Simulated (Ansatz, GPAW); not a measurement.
Given: the input of a run of GPAW 26.7.0 (ASE script) on SiNi3. 

run.py

```python
from ase import Atoms
from ase.dft.bandgap import bandgap
from ase.io import write
from ase.units import Bohr, GPa
from gpaw import GPAW, PW, setup_paths
from gpaw.elf import elf_from_dft_calculation

setup_paths.insert(0, '.')

atoms = Atoms(['Ni', 'Ni', 'Ni', 'Si'],
              cell=[[3.542, 0.0, 0.0],
                    [0.0, 3.542, 0.0],
                    [0.0, 0.0, 3.542]],
              scaled_positions=[[0.5, 0.5, 0.0],
                                [0.5, 0.0, 0.5],
                                [0.0, 0.5, 0.5],
                                [0.0, 0.0, 0.0]],
              pbc=True)
atoms.set_initial_magnetic_moments([1.0, 1.0, 1.0, 0.0])

calc = GPAW(mode=PW(600),
            xc='PBEsol',
            kpts={'size': (8, 8, 8), 'gamma': True},
            occupations={'name': 'fermi-dirac', 'width': 0.05},
            nbands=45,
            convergence={'density': 1e-05, 'energy': 1e-05},
            maxiter=150,
            txt='gpaw.txt')
atoms.calc = calc
energy = atoms.get_potential_energy()
forces = atoms.get_forces()
stress = atoms.get_stress()
calc.write('gs.gpw')
write('result.traj', atoms)
print(f'Energy: {energy:.6f} eV')
print('Forces (eV/A):')
print(forces.round(4))
print('Stress (GPa):', (stress / GPa).round(3))
print('Moments:', calc.get_magnetic_moments().round(3))
print('Fermi level:', round(calc.get_fermi_level(), 4), 'eV')
print(f'Gap: {bandgap(calc)[0]:.4f} eV, direct: {bandgap(calc, direct=True)[0]:.4f} eV')

# fields on the real-space grid
write('density.cube', atoms, data=calc.get_pseudo_density() * Bohr**3)
write('potential.cube', atoms, data=calc.get_electrostatic_potential())
write('spin.cube', atoms, data=(calc.get_pseudo_density(spin=0) - calc.get_pseudo_density(spin=1)) * Bohr**3)
write('elf.cube', atoms, data=elf_from_dft_calculation(calc).data)
```

Potentials or basis: PAW data sets generated in the run's folder for this functional, pw.

Run with:

```console
$ gpaw-setup -f PBEsol Ni Si
$ OMP_NUM_THREADS=1 python run.py
```

**Question.** Set up the same calculation for Ansatz 0.2.0. Potentials or basis there: Ansatz PAW, cutoff 420 eV.

**Answer.** As run (cutoffs and basis follow the program's own potentials, and thresholds, step limits or extra output files can differ):

File input.yaml:

```yaml
crystal:
  lattice:
    - [3.542, 0.0, 0.0]
    - [0.0, 3.542, 0.0]
    - [0.0, 0.0, 3.542]
  atoms:
    - { symbol: Ni, position: [0.5, 0.5, 0.0], spin: 1.0 }
    - { symbol: Ni, position: [0.5, 0.0, 0.5], spin: 1.0 }
    - { symbol: Ni, position: [0.0, 0.5, 0.5], spin: 1.0 }
    - { symbol: Si, position: [0.0, 0.0, 0.0] }
hamiltonian:
  xc: pbesol
  pseudopotentials: { kind: paw }
magnetization:
  spin_polarized: true
kpoints:
  mp_grid: { grid: [8, 8, 8] }
scf:
  occupations: { method: fermi_dirac, width: 0.05 }
output:
  forces: true
  stress: true
  eigenvalues: true
```

Potentials or basis: Ansatz PAW.

Run with:

```bash
$ ansatz run input.yaml --threads 1 --pin off --max-ram 3584MiB --backend cpu --events-out ev --progress --plain --runs-dir out
```

Both were run:

|  | GPAW | Ansatz |
| --- | --- | --- |
| Pressure | -12.0 GPa | -14.1 GPa |
| Net moment | 0.00 μB per cell | 0.00 μB per cell |

Ansatz's pressure holds a Pulay term of +0.05 GPa for its cutoff of 420 eV, which the other run lacks.

The potentials hold 52 and 58 valence electrons a cell.

Ansatz's potentials were made for PBE.

Where Ansatz's input types no cutoff or centring, it takes its own default and a Γ-centred mesh.

The magnetic state is the one that the start led to; the real crystal's order can differ.

The cell lies far from this level's equilibrium.

Pressure is positive in compression.
